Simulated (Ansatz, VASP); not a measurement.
## HfO2: VASP beside Ansatz

Wanted: the spread between two codes on one cell, functional and k mesh. Of the first pair: The two relaxations start from unlike cells of this crystal (the structure described is Ansatz's start), so only their ends are compared.

Main program and level: Ansatz 0.2.0; plane waves, with VASP 6.6.1 beside it; relaxation of cell and atoms at BLYP with D3(BJ), relaxation of cell and atoms at PBE with D3(BJ) and relaxation of cell and atoms at BLYP.

### Step 1. The starting structure

The structure is tetragonal, space group P4_2/nmc (No. 137). Conventional cell: a = 3.558 Å, b = 3.558 Å, c = 5.172 Å, α = 90.00°, β = 90.00°, γ = 90.00°. Nearest to Hf lie 8 O at 2.05 to 2.37 Å. O has 4 Hf at 2.05 to 2.37 Å nearest. Farther neighbours and most contacts between anions are not listed.

Coordinates:

```
Hf O
1.0
     3.55802    0.00000    0.00000
     0.00000    3.55802    0.00000
     0.00000    0.00000    5.17186
Hf O
2 4
Cartesian
  1.7790 1.7790 2.5859
  0.0000 0.0000 0.0000
  0.0000 1.7790 3.6059
  1.7790 0.0000 4.1519
  1.7790 0.0000 1.5660
  0.0000 1.7790 1.0199
```

### Step 2. VASP: relaxation of cell and atoms, BLYP with D3(BJ)

The relaxed volume is the usual yardstick between codes: in a stiff, nearly cubic crystal its relative difference is about their pressure difference at one cell divided by the bulk modulus.

Lines of VASP's logs that name or quote its potential files are left out, and so is its time.

The input, INCAR:

```
SYSTEM = HfO2
PREC = Accurate
ENCUT = 600
EDIFF = 1E-07
NELM = 120
ISMEAR = 0
SIGMA = 0.02
LREAL = .FALSE.
ALGO = Normal
GGA = B5
ALDAX = 1
AGGAX = 1
AGGAC = 1
ALDAC = 0
IVDW = 12
VDW_S6 = 1
VDW_S8 = 2.6996
VDW_A1 = 0.4298
VDW_A2 = 4.2359
NBANDS = 28
LASPH = .TRUE.
LORBIT = 11
LWAVE = .FALSE.
LCHARG = .FALSE.
ISIF = 3
IBRION = 2
NSW = 80
EDIFFG = -0.005
GGA_COMPAT = .FALSE.
NELMIN = 4
EFERMI = MIDGAP
KPAR = 2
```

The input, POSCAR:

```
HfO2
1.0
    3.5833629905      0.0000000000      0.0000000000
    0.0000000000      3.5833629905      0.0000000000
    0.0000000000      0.0000000000      5.2031110117
Hf O
2 4
Direct
    0.5000001405      0.5000001405      0.5000000967
    0.0000000000      0.0000000000      0.0000000000
    0.0000000000      0.5000001405      0.6978519729
    0.5000001405      0.0000000000      0.8021479304
    0.5000001405      0.0000000000      0.3021480271
    0.0000000000      0.5000001405      0.1978520696
```

The input, KPOINTS:

```
Automatic mesh
0
Gamma
6 6 4
0 0 0
```

Potentials, in the order of the species: Hf_pv and O (PBE family, release 64).

Run with:

```console
$ mpirun -np 2 vasp_std
```

Numbers of over 12 decimals in the logs are rounded to 6 here.

Output:

```text
[banner, memory and clock lines left out]
running    2 mpi-ranks, on    1 nodes
 distrk:  each k-point on    1 cores,    2 groups
 distr:  one band on    1 cores,    1 groups

 POSCAR found type information on POSCAR HfO
 POSCAR found :  2 types and       6 ions
|                                                                             |
|               ----> ADVICE to this user running VASP <----                  |
|                                                                             |
|     You enforced a specific xc type in the INCAR file but a different       |
|     [... a line on the potential file left out ...]
|     I HOPE YOU KNOW WHAT YOU ARE DOING!                                     |
|                                                                             |

 LDA part: xc-table for (Slater(with rela. corr.)+VWN5), standard interpolation
 POSCAR, INCAR and KPOINTS ok, starting setup
 FFT: planning ... GRIDC
 FFT: planning ... GRID_SOFT
 FFT: planning ... GRID
 WAVECAR not read
 entering main loop
       N       E                     dE             d eps       ncg     rms          rms(c)
DAV:   1     0.282648403736E+03    0.28265E+03   -0.27617E+04  1680   0.175E+03
DAV:   2    -0.560782055908E+02   -0.33873E+03   -0.32969E+03  2176   0.405E+02
DAV:   3    -0.709194245031E+02   -0.14841E+02   -0.14799E+02  1944   0.782E+01
DAV:   4    -0.710801796002E+02   -0.16076E+00   -0.16065E+00  2328   0.900E+00
DAV:   5    -0.710815014219E+02   -0.13218E-02   -0.13217E-02  2084   0.757E-01    0.687E+01
DAV:   6    -0.582359131880E+02    0.12846E+02   -0.70493E+01  1868   0.462E+01    0.597E+01
DAV:   7    -0.580972353884E+02    0.13868E+00   -0.29210E+00  2028   0.117E+01    0.392E+01
DAV:   8    -0.580644182154E+02    0.32817E-01   -0.39606E-01  2012   0.513E+00    0.943E+00
DAV:   9    -0.580401577236E+02    0.24260E-01   -0.11119E-01  1944   0.222E+00    0.229E+00
DAV:  10    -0.580393470089E+02    0.81071E-03   -0.71987E-03  2052   0.563E-01    0.155E-01
DAV:  11    -0.580394045784E+02   -0.57569E-04   -0.49505E-04  2116   0.151E-01    0.133E-01
DAV:  12    -0.580394139846E+02   -0.94063E-05   -0.20569E-05  2052   0.322E-02    0.100E-01
DAV:  13    -0.580394155009E+02   -0.15163E-05   -0.23169E-06  1980   0.104E-02    0.876E-03
DAV:  14    -0.580394156877E+02   -0.18677E-06   -0.93414E-08  1452   0.212E-03    0.588E-03
DAV:  15    -0.580394156331E+02    0.54601E-07   -0.19100E-08  1136   0.105E-03
   1 F= -.61218434E+02 E0= -.61218434E+02  d E =-.612184E+02
 curvature:   0.00 expect dE= 0.000E+00 dE for cont linesearch  0.000E+00
 trial: gam= 0.00000 g(F)=  0.861E-06 g(S)=  0.125E-04 ort = 0.000E+00 (trialstep = 0.100E+01)
 search vector abs. value=  0.134E-04
 bond charge predicted
       N       E                     dE             d eps       ncg     rms          rms(c)
DAV:   1    -0.580378581733E+02    0.15575E-02   -0.18907E-03  1768   0.313E-01    0.117E-01
DAV:   2    -0.580378132578E+02    0.44916E-04   -0.20105E-04  1868   0.857E-02    0.279E-02
DAV:   3    -0.580378057863E+02    0.74715E-05   -0.77021E-06  1884   0.212E-02    0.154E-02
DAV:   4    -0.580378040487E+02    0.17376E-05   -0.53453E-06  2040   0.151E-02    0.150E-02
DAV:   5    -0.580378040557E+02   -0.69936E-08   -0.25153E-07  1532   0.312E-03
   2 F= -.61218434E+02 E0= -.61218434E+02  d E =-.692131E-06
 trial-energy change:   -0.000001  1 .order   -0.000003   -0.000013    0.000007
 step:   0.4787(harm=  0.6428)  dis= 0.00005  next Energy=   -61.218437 (dE=-0.296E-05)
 reached required accuracy - stopping structural energy minimisation
```

From OUTCAR (step 2):

```text
ion  position               nearest neighbor table
   1  0.500  0.500  0.500-   3 2.07   5 2.07   3 2.07   5 2.07   4 2.38   6 2.38   4 2.38   6 2.38
                             2 3.63   2 3.63   2 3.63   2 3.63   2 3.63   2 3.63   2 3.63   2 3.63
   2  0.000  0.000  0.000-   4 2.07   6 2.07   4 2.07   6 2.07   5 2.38   3 2.38   3 2.38   5 2.38
                             1 3.63   1 3.63   1 3.63   1 3.63   1 3.63   1 3.63   1 3.63   1 3.63
   3  0.000  0.500  0.698-   1 2.07   1 2.07   2 2.38   2 2.38
   4  0.500  0.000  0.802-   2 2.07   2 2.07   1 2.38   1 2.38
   5  0.500  0.000  0.302-   1 2.07   1 2.07   2 2.38   2 2.38
   6  0.000  0.500  0.198-   2 2.07   2 2.07   1 2.38   1 2.38

  LATTYP: Found a simple tetragonal cell.
 ALAT       =     3.5833629905
 C/A-ratio  =     1.4520189625

 Subroutine GETGRP returns: Found 16 space group operations
 (whereof  8 operations were pure point group operations)

The static configuration has the point symmetry D_2d.
 The point group associated with its full space group is D_4h.

 Found     30 irreducible k-points:

   k-points           NKPTS =     30   k-points in BZ     NKDIM =     30   number of bands    NBANDS=     28

   dimension x,y,z NGX =    30 NGY =   30 NGZ =   42
   dimension x,y,z NGXF=    60 NGYF=   60 NGZF=   84

   ENCUT  =  600.0 eV  44.10 Ry    6.64 a.u.   7.16  7.16 10.39*2*pi/ulx,y,z

   NELECT =      44.0000    total number of electrons

 k-points in reciprocal lattice and weights: Automatic mesh
   0.00000000  0.00000000  0.00000000       0.007
   0.16666667  0.00000000  0.00000000       0.028
   0.33333333  0.00000000  0.00000000       0.028
   0.50000000  0.00000000  0.00000000       0.014
   0.16666667  0.16666667  0.00000000       0.028
   0.33333333  0.16666667  0.00000000       0.056
   0.50000000  0.16666667  0.00000000       0.028
   0.33333333  0.33333333  0.00000000       0.028
   0.50000000  0.33333333  0.00000000       0.028
[...]
0.50000000  0.33333333  0.50000000       0.028
   0.50000000  0.50000000  0.50000000       0.007

 Edisp (eV)   -3.17902

 average (electrostatic) potential at core
       1 -37.5298       2 -37.5298       3 -69.6434       4 -69.6433       5 -69.6434
       6 -69.6433

 E-fermi :   6.0796

 k-point     1 :       0.0000    0.0000    0.0000
  band No.  band energies     occupation
    ...
     18       2.4459      2.00000
     19       3.0812      2.00000
     20       3.6099      2.00000
     21       3.6589      2.00000
     22       3.6589      2.00000
     23       8.4262      0.00000
     24       8.4675      0.00000
     25       9.6214      0.00000
     26       9.7928      0.00000
     27      10.3834      0.00000
    ...

 k-point     2 :       0.1667    0.0000    0.0000
  band No.  band energies     occupation
    ...
     18       2.2521      2.00000
     19       3.0662      2.00000
     20       3.1818      2.00000
     21       3.4999      2.00000
     22       3.6582      2.00000
     23       8.7393      0.00000
     24       8.8506      0.00000
     25       9.4890      0.00000
     26       9.7894      0.00000
     27      11.0251      0.00000
    ...

 k-point     3 :       0.3333    0.0000    0.0000
  band No.  band energies     occupation
    ...
     18       1.5827      2.00000
     19       2.3079      2.00000
     20       2.8987      2.00000
     21       3.4632      2.00000
     22       3.6878      2.00000
     23       8.8951      0.00000
     24       9.0867      0.00000
     25       9.4947      0.00000
     26       9.8016      0.00000
     27      11.1153      0.00000
    ...

 Edisp (eV)   -3.18063

  Total       0.02399     0.02399     0.01644     0.00000     0.00000    -0.00000
  in kB       0.57566     0.57566     0.39440     0.00000     0.00000    -0.00000
  external pressure =        0.52 kB  Pullay stress =        0.00 kB

  energy-cutoff  :      600.00
  volume of cell :       66.78
      direct lattice vectors                 reciprocal lattice vectors
     3.583013384  0.000000000  0.000000000     0.279094687  0.000000000  0.000000000
     0.000000000  3.583013384  0.000000000     0.000000000  0.279094687  0.000000000
    -0.000000000  0.000000000  5.201623049    -0.000000000  0.000000000  0.192247687

 POSITION                                       TOTAL-FORCE (eV/Angst)
 -----------------------------------------------------------------------------------
      1.79151      1.79151      2.60081         0.000000      0.000000      0.000000
     -0.00000      0.00000      5.20162        -0.000000      0.000000      0.000000
      3.58301      1.79151      3.63006        -0.000000      0.000000      0.004751
      1.79151      0.00000      4.17237         0.000000      0.000000     -0.004751
      1.79151      0.00000      1.57156        -0.000000      0.000000     -0.004751
      3.58301      1.79151      1.02925         0.000000      0.000000      0.004751
 -----------------------------------------------------------------------------------
    total drift:                               -0.001266     -0.001266     -0.000102

  FREE ENERGIE OF THE ION-ELECTRON SYSTEM (eV)
  ---------------------------------------------------
  free  energy   TOTEN  =       -61.2184343953 eV

  energy  without entropy=      -61.2184343953  energy(sigma->0) =      -61.21843440

 reached required accuracy - stopping structural energy minimisation

 total charge
# of ion       s       p       d       tot
------------------------------------------
    1        0.299   6.584   1.441   8.324
    2        0.299   6.584   1.441   8.324
    3        1.553   3.571   0.000   5.124
    4        1.553   3.571   0.000   5.124
    5        1.553   3.571   0.000   5.124
    6        1.553   3.571   0.000   5.124
--------------------------------------------------
tot          6.809  27.453   2.883  37.145

[... 3 further parts left out ...]
```

### Step 3. Ansatz: relaxation of cell and atoms, BLYP with D3(BJ)

Ansatz runs on its default PAW (the set named soft_2) files.

Its own start cell and the same functional (in two slightly different forms), mesh and smearing now go to Ansatz, which takes its cutoff from its data sets.

The input, input.yaml:

```yaml
crystal:
  lattice:
    - [3.55801933, 0.0, 0.0]
    - [0.0, 3.55801933, 0.0]
    - [0.0, 0.0, 5.17186121]
  atoms:
    - { symbol: Hf, position: [0.5, 0.5, 0.5] }
    - { symbol: Hf, position: [0.0, 0.0, 0.0] }
    - { symbol: O, position: [0.0, 0.5, 0.69720788] }
    - { symbol: O, position: [0.5, 0.0, 0.80279212] }
    - { symbol: O, position: [0.5, 0.0, 0.30279212] }
    - { symbol: O, position: [0.0, 0.5, 0.19720788] }
kpoints:
  mp_grid: { grid: [6, 6, 4] }
hamiltonian:
  xc: blyp
  dispersion: d3bj
scf:
  occupations: { method: gaussian, width: 0.02 }
output:
  forces: true
  stress: true
  eigenvalues: true
relax:
  adjacent_minimum: "off"
  f_tol: 0.005
  max_steps: 60
  cell: { stress_tol: 0.03 }
```

Run with:

```console
$ ansatz run input.yaml --threads 8 --pin off --max-ram 16384MiB --backend cpu --events-out ev --progress --plain --runs-dir out
```

Output:

```text
Engine: ansatz 0.2.0, aarch64-unknown-linux-gnu
Pseudopotentials: kind: paw
Pseudopotential: Hf, paw, valence charge 26, recommended cutoff 420 eV (normal), Hf.paw.azcp
Pseudopotential: O, paw, valence charge 6, recommended cutoff 420 eV (normal), O.paw.azcp
Functional definition: BLYP
  parameter beta = 0.0042
  parameter a = 0.04918
  parameter b = 0.132
  parameter c = 0.2533
  parameter d = 0.349
  exchange = b88_x(beta = beta)
  correlation = lyp_c(a = a, b = b, c = c, d = d)
Crystal: 6 atoms, lattice volume = 65.473 Å³
Basis set: ecut = 420 eV, 1277 PW (Γ), exchange–correlation on 48×48×72 points (8 copies of the dense FFT grid, shifted against one another)
Bands: 46, of which v1, the nominal top of the filled ones, is band 38 counted from 1 (37 counted from 0)
Symmetry: 16 space group operations
Space group: P42/nmc (ITA 137), of the structure as read, at distance tolerance 4.0e-5 Å
k-points: 30 of 144
Non-local potential: Hf, projectors of the file, l = 0: 3, l = 1: 2, l = 2: 2, l = 3: 3
Non-local potential: O, projectors of the file, l = 0: 2, l = 1: 2, l = 2: 1
PAW form: soft (Blöchl's): semilocal exchange-correlation on the pseudo side does not see the compensation charge
PAW frozen core: Hf, regenerated for the run's functional, and the local potential with it (the file was generated under x = pbe(κ = 0.804, μ = 0.219515), c = pbe(β = 0.066725))
PAW frozen core: O, regenerated for the run's functional, and the local potential with it (the file was generated under x = pbe(κ = 0.804, μ = 0.219515), c = pbe(β = 0.066725))
PAW one-centre angular grid: Hf, 590 points (default); XC on 64 Gauss nodes
PAW one-centre angular grid: O, 110 points (default); XC on 64 Gauss nodes
Initial density: superposition of atomic densities (neutral atoms: chi_scale 0, normalization atom), corrected by the library's trained network
Initial wavefunctions: pseudopotential atomic-orbital guess
Functional: x = b88, c = lyp
SCF iter   1: F=—  HF=-33781.951460 eV  |F-HF|=—  |Δ(HF+E_count)|=         —  Δρ=2.38e-2  dr2=2.63e-1  ethr=1.77e-3  ⟨swp⟩=6.1  Hψ=4385  notcnv=0
preconditioner: auto → Resta (q_TF=auto, 2.797 Å⁻¹)  ε∞=5.5  [insulator: Δε(μ)=5.067 eV  Ē_g=18.394 eV  σ=0.020 eV  W_gap=1.00  n_scr=28 (ndim 8)  ℏωp=38.9 eV  f_vac=0.056  D(μ)=0.00/eV (n_scr^D=0)  ε∞_Penn≈5.5]
SCF iter   2: F=—  HF=-33781.880842 eV  |F-HF|=—  |Δ(HF+E_count)|=   7.06e-2  Δρ=3.26e-3  dr2=5.02e-3  ethr=3.46e-4  ⟨swp⟩=2.0  Hψ=2609  notcnv=0  defer=112
SCF iter   3: F=—  HF=-33781.880132 eV  |F-HF|=—  |Δ(HF+E_count)|=   7.10e-4  Δρ=1.66e-3  dr2=1.42e-3  ethr=6.61e-6  ⟨swp⟩=2.0  Hψ=2209  notcnv=0  defer=112
SCF iter   4: F=—  HF=-33781.880265 eV  |F-HF|=—  |Δ(HF+E_count)|=   1.32e-4  Δρ=8.28e-4  dr2=5.21e-4  ethr=1.87e-6  ⟨swp⟩=2.3  Hψ=2425  notcnv=0  defer=112
SCF iter   5: F=—  HF=-33781.880255 eV  |F-HF|=—  |Δ(HF+E_count)|=   1.00e-5  Δρ=2.00e-4  dr2=2.48e-5  ethr=6.85e-7  ⟨swp⟩=3.0  Hψ=2399  notcnv=0  defer=112
SCF iter   6: F=—  HF=-33781.880580 eV  |F-HF|=—  |Δ(HF+E_count)|=   3.25e-4  Δρ=4.03e-5  dr2=1.22e-6  ethr=3.27e-8  ⟨swp⟩=2.0  Hψ=2385  notcnv=0  defer=112
SCF iter   7: F=—  HF=-33781.880580 eV  |F-HF|=—  |Δ(HF+E_count)|=   3.87e-7  Δρ=1.00e-5  dr2=4.39e-8  ethr=1.32e-10  ⟨swp⟩=8.5  Hψ=7209  notcnv=0
SCF iter   8: F=-33781.880580 eV  HF=-33781.880580 eV  |F-HF|=3.07e-9  |Δ(HF+E_count)|=   4.45e-8  Δρ=3.04e-6  dr2=3.51e-9  ethr=5.78e-11  ⟨swp⟩=4.7  Hψ=5125  notcnv=0
SCF 1 converged in 8 iterations: F = -33781.880580 eV  dr2 = 3.51e-9
  greatest PAW one-centre occupation: 0.999 electrons in one spin orbital (limit 2), on the Hf atom at site 1 (counted from 0), in its partial waves of l = 3
relax step   1: F+E_penalty+E_count = -33781.88058007 eV  Δ(F+E_penalty+E_count) = +0.000e0 eV  max|allowed force component| = 1.570e-1 eV/Å  Δτ_max = 0.0000 Å  P = +8.385 GPa  Ω = 65.473 Å³  (8 SCF iters, dr2 threshold 1.00e-7 eV, accepted)
[...]
relax step   7: F+E_penalty+E_count = -33781.93517482 eV  Δ(F+E_penalty+E_count) = -1.450e-2 eV  max|allowed force component| = 3.014e-3 eV/Å  Δτ_max = 0.0000 Å  P = +0.347 GPa  Ω = 67.592 Å³  stress off target by 3.55e-1 GPa  SCF on the basis re-selected at this cell (its energy is not comparable with the rows above)  (7 SCF iters)
[...]
relax step   8: F+E_penalty+E_count = -33781.93465435 eV  Δ(F+E_penalty+E_count) = +5.205e-4 eV  max|allowed force component| = 2.235e-4 eV/Å  Δτ_max = 0.0011 Å  P = +0.015 GPa  Ω = 67.701 Å³  energy of the carried Pulay correction = -6.358e-4 eV  (5 SCF iters, dr2 threshold 3.16e-7 eV, accepted)
[...]
relax step   9: F+E_penalty+E_count = -33781.93521253 eV  Δ(F+E_penalty+E_count) = -5.582e-4 eV  max|allowed force component| = 1.803e-4 eV/Å  Δτ_max = 0.0000 Å  P = +0.021 GPa  Ω = 67.701 Å³  stress off target by 2.21e-2 GPa  SCF on the basis re-selected at this cell (its energy is not comparable with the rows above)  (7 SCF iters)
basis re-selected at this cell: Δ(F+E_penalty+E_count) = -5.582e-4 eV, ΔP = +0.006 GPa vs the last step (what re-selecting the basis moved, of the pressure what is left beyond the Pulay correction that the steps carried, after the strain that the cell walked since its last selection, with what the two solves' SCF thresholds leave and, on support functions, any second-order correction that the steps lacked; it is no m [...]
SCF converged after 7 iterations
Free energy (F): -33781.935213 eV
Harris-Foulkes:  -33781.935213 eV  (|F-HF|=7.28e-12)
Internal energy: -33781.935213 eV  (E = F + TS)
E sigma→0 (E₀):  -33781.935213 eV
Fermi energy:    17.248754 eV
--- Per-component energies (eV) ---
  E_band       = 70.988331
  E_kinetic    = 1545.502634
  E_local      = -11781.716267  (includes V_loc(G=0)·N_el)
  E_nonlocal   = -2293.833822
  E_hartree    = 5392.411391
  E_xc         = -888.414644
  E_vxc        = -896.495040  (∫ρ·V_xc dr)
  E_paw        = -14552.447919  (= ΣΔE_a)
  E_vpaw       = 2712.697565  (= ΣTr[D̂ρ^β])
  E_aug_tail   = 0.010360  (compensation charges beyond the density's cutoff)
  E_ewald      = -11200.485670
  E_disp       = -3.135558  (pairwise vdW)
  E_core_change = 0.174282  (= ΣΔE_core)
  E_smearing   = -0.000000  (= −TS)
  E_closure    = -0.000000  (closes the sum)
  Σ components = -33781.935213   (vs F -33781.935213, Δ=0.00e0)
--- Forces (eV/Å), atoms counted from 1 ---
  atom   1  Hf    -0.00000000     0.00000000    -0.00000000
  atom   2  Hf     0.00000000     0.00000000     0.00000000
  atom   3  O     -0.00000000     0.00000000    -0.00018032
  atom   4  O      0.00000000     0.00000000     0.00018032
  atom   5  O     -0.00000000     0.00000000     0.00018032
  atom   6  O      0.00000000     0.00000000    -0.00018032
  max |Σ_I F_I| component: 0.00e0 eV/Å
--- Stress (GPa, compression-positive) ---
        0.020575       0.000000      -0.000000
        0.000000       0.020575       0.000000
       -0.000000       0.000000       0.022051
  P = ⅓ Tr σ = 0.0211 GPa (0.211 kbar)
--- Band table (eV; the first three rows and the last of 30) ---
  k-point 0: bands = [... 34 lower, 14.2158, 14.7641, 14.8383, 14.8383, 19.5954, 19.6129, 20.7886, 20.9147, ... 4 higher]
  k-point 1: bands = [... 34 lower, 13.9639, 13.9639, 14.8701, 14.8701, 19.7612, 19.9040, 20.6874, 20.7516, ... 4 higher]
  k-point 2: bands = [... 34 lower, 14.2283, 14.2283, 14.9020, 14.9020, 20.1944, 20.1944, 20.4878, 20.4878, ... 4 higher]
  k-point 29: bands = [... 34 lower, 13.4985, 13.4985, 14.8597, 14.8597, 20.7207, 20.7207, 21.1104, 21.1104, ... 4 higher]
--- Relaxed structure (7 steps of the walk, 7 accepted, 2 SCFs on fresh bases) ---
  F+E_penalty+E_count = -33781.93521253 eV   max|allowed force component| = 1.803e-4 eV/Å   (the final SCF, on the basis selected at the relaxed cell)
  cell:  # Å, volume = 67.7011 Å³
    - [3.596524, 0, 0.0]
    - [0, 3.596524, 0.0]
    - [0.0, 0.0, 5.233952]
  atoms:
    - { symbol: Hf, position: [0.500000, 0.500000, 0.5] }
    - { symbol: Hf, position: [0, 0, 0] }
    - { symbol: O, position: [0, 0.500000, 0.696163] }
    - { symbol: O, position: [0.500000, 0, 0.803837] }
    - { symbol: O, position: [0.500000, 0, 0.303837] }
    - { symbol: O, position: [0, 0.500000, 0.196163] }
```

Reading the cycles: dr2 is the Hartree energy of the density residual (eV), the measure of convergence; HF is the Harris–Foulkes estimate of the energy, which meets the free energy F at convergence.

### Step 4. Differences

Known differences besides the potentials themselves: the data sets hold 76 valence electrons in Ansatz (on its default PAW (the set named soft_2) files) and 44 in VASP; the cutoff is 420 eV in Ansatz and 600 eV in VASP; Ansatz makes its cores anew for this functional, VASP keeps those of its PBE data sets; VASP's log shows a relativistic correction to its local exchange, Ansatz's none; Ansatz adds a Pulay correction to the stress that steers its cell, VASP none. Total energies have different zeros and are not compared.

Compared:

```csv
quantity,Ansatz,VASP,difference
volume (Å³),67.70,66.78,+1.38 %
"edge a after relaxation, in the typed setting (Å)",3.596,3.583,+0.38 %
"edge c after relaxation, in the typed setting (Å)",5.234,5.202,+0.62 %
```

(Part 1 of 2 ends here.)

[Lines on the potential files, build, host, timing and source positions are cut from VASP's logs without a mark.]

[Logs are printed without paths, hosts, clocks, repeated set-up lines and the standing remarks that a program may print on its own settings, such as how far it seeks lower states.]

[Hosts, paths, dates, database ids (printed as entryN), source tags and the programs' standing remarks are cut or masked in the printed files.]
